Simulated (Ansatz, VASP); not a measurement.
**Two plane-wave programs on Au**

```
Au
1.0
     0.00000    2.06152    2.06152
     2.06152    0.00000    2.06152
     2.06152    2.06152    0.00000
Au
1
Direct
  0.00000 0.00000 0.00000
```

Alike in both runs: task single point; functional r2SCAN; k mesh 13 × 13 × 13; occupations fermi-dirac, width 0.01 eV; no spin polarisation.

|  | VASP | Ansatz |
| --- | --- | --- |
| version | VASP 6.6.1 | Ansatz 0.2.0 |
| potentials or method | VASP PAW PBE potentials, release 64 (Au) | plane waves (500 eV) with PAW, scalar-relativistic |
| plane-wave cutoff (eV) | 520 | 500 |
| valence electrons in the cell | 11 | 19 |

|  | VASP | Ansatz | Ansatz less VASP |
| --- | --- | --- | --- |
| pressure (GPa) | 0.1 | -0.2 | -0.26 |

The two sets of potentials don't hold the same shells in valence.

Caveats: the PAW data sets were made with another functional, which shifts forces and pressure a little (VASP). The runs have no spin-orbit coupling, so splittings on Au are missing.
